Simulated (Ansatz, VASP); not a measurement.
## Two plane-wave programs on TaN

File INCAR:

```
SYSTEM = TaN
PREC     = Accurate       ! precision mode
ENCUT    = 520            ! plane-wave cutoff, eV
EDIFF    = 1E-6           ! SCF threshold, eV
ISMEAR   = -1             ! smearing method
SIGMA    = 0.05           ! smearing width, eV
LREAL    = .FALSE.        ! projectors in reciprocal space
LASPH    = .TRUE.         ! aspherical terms in the spheres
NELM     = 80             ! most SCF steps
ALGO     = Normal         ! electronic algorithm
ISIF     = 2              ! what is computed and relaxed
LWAVE    = .FALSE.        ! write WAVECAR
LCHARG   = .FALSE.        ! write CHGCAR
GGA      = PS             ! functional
NBANDS   = 33             ! bands
```

KPOINTS

```
Automatic mesh
0
G
  5 5 8
  0 0 0
```

POSCAR

```
TaN
1.0
    5.1960000000      0.0000000000      0.0000000000
   -2.5980000000      4.4998680000      0.0000000000
    0.0000000000      0.0000000000      2.9110000000
Ta N
3 3
Direct
    0.3333333333      0.6666666667      0.5000000000
    0.6666666667      0.3333333333      0.5000000000
    0.0000000000      0.0000000000      0.0000000000
    0.3928500000      0.0000000000      0.0000000000
    0.6071500000      0.6071500000      0.0000000000
    0.0000000000      0.3928500000      0.0000000000
```

Input for Ansatz:

```yaml
crystal:
  lattice:
    - [5.196, 0.0, 0.0]
    - [-2.598, 4.499868, 0.0]
    - [0.0, 0.0, 2.911]
  atoms:
    - { symbol: Ta, position: [0.3333333333333333, 0.6666666666666666, 0.5] }
    - { symbol: Ta, position: [0.6666666666666666, 0.3333333333333333, 0.5] }
    - { symbol: Ta, position: [0.0, 0.0, 0.0] }
    - { symbol: "N", position: [0.39285, 0.0, 0.0] }
    - { symbol: "N", position: [0.60715, 0.60715, 0.0] }
    - { symbol: "N", position: [0.0, 0.39285, 0.0] }
basis:
  ecutwfc: 550.0
kpoints:
  mp_grid:
    grid: [5, 5, 8]
hamiltonian:
  xc: pbesol
  pseudopotentials:
    kind: paw
scf:
  occupations:
    method: fermi_dirac
    width: 0.05
output:
  stress: true
```

Alike in both runs: task single point; functional PBEsol; k mesh 5 × 5 × 8; occupations fermi-dirac, width 0.05 eV; no spin polarisation.

|  | VASP | Ansatz |
| --- | --- | --- |
| version | VASP 6.6.1 | Ansatz 0.2.0 |
| potentials or method | VASP PAW PBE potentials, release 64 (Ta_pv, N) | plane waves, PAW |
| plane-wave cutoff (eV) | 520 | 550 |
| valence electrons in the cell | 48 | 54 |

```csv
,VASP,Ansatz,Ansatz less VASP
pressure (GPa),-2.9,-3.8,-0.83
largest component of the traceless stress (GPa),1.32,1.24,-0.075
```

The functional is the same, so the differences come from potentials, cutoffs and numerics. The two sets of potentials don't hold the same shells in valence.

Caveats: the PAW data sets were made with another functional, which shifts forces and pressure a little (VASP). The runs have no spin-orbit coupling, so splittings on Ta are missing.
